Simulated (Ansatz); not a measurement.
NaH built on the rocksalt prototype, relaxed with r2SCAN in the PAW code Ansatz. Space group Fm-3m (No. 225), cubic; conventional cell a = 4.795 Å, 13.78 Å³ an atom. Na is surrounded by 6 H at 2.40 Å; H is surrounded by 6 Na at 2.40 Å.

The axes x, y and z are those of this cell:
```yaml
crystal:
  lattice:
    - [0.00000, 2.39751, 2.39751]
    - [2.39751, 0.00000, 2.39751]
    - [2.39751, 2.39751, 0.00000]
  atoms:
    - { symbol: Na, position: [0.00000, 0.00000, 0.00000] }
    - { symbol: H, position: [0.50000, 0.50000, 0.50000] }
```

Unstrained: With PBE the valence top lies at W and the conduction bottom at L, 3.802 eV higher; the smallest vertical gap, at L, is 4.672 eV. r2SCAN gives an indirect gap of 4.401 eV, from W to L; the least direct gap is 5.264 eV at L. HSE06 gives an indirect gap of 4.849 eV, from W to L; the least direct gap is 5.811 eV at L. Meshes: PBE 10×10×10, r2SCAN 10×10×10, HSE06 6×6×6. Strains are changes of length per length. After each strain the atoms were relaxed again with r2SCAN within the symmetry that the strain leaves, so tilts or polar shifts that break it weren't tested; points keep the names that they have in the unstrained zone. Calculated for a static, non-magnetic cell.

Question: For epitaxial +1.54 % in the plane normal to [111], how far does the free direction move, and what happens to the gap?

Answer: The normal strain at zero normal stress is -0.47 %, 0.30 of the in-plane strain with the sign turned. PBE: the gap goes from 3.802 to 3.718 eV (-0.084 eV). r2SCAN: the gap goes from 4.401 to 4.314 eV (-0.087 eV). HSE06: the gap goes from 4.849 to 4.756 eV (-0.093 eV).

The meshes of the hybrids are coarse, so their gaps aren't converged to the digits shown.
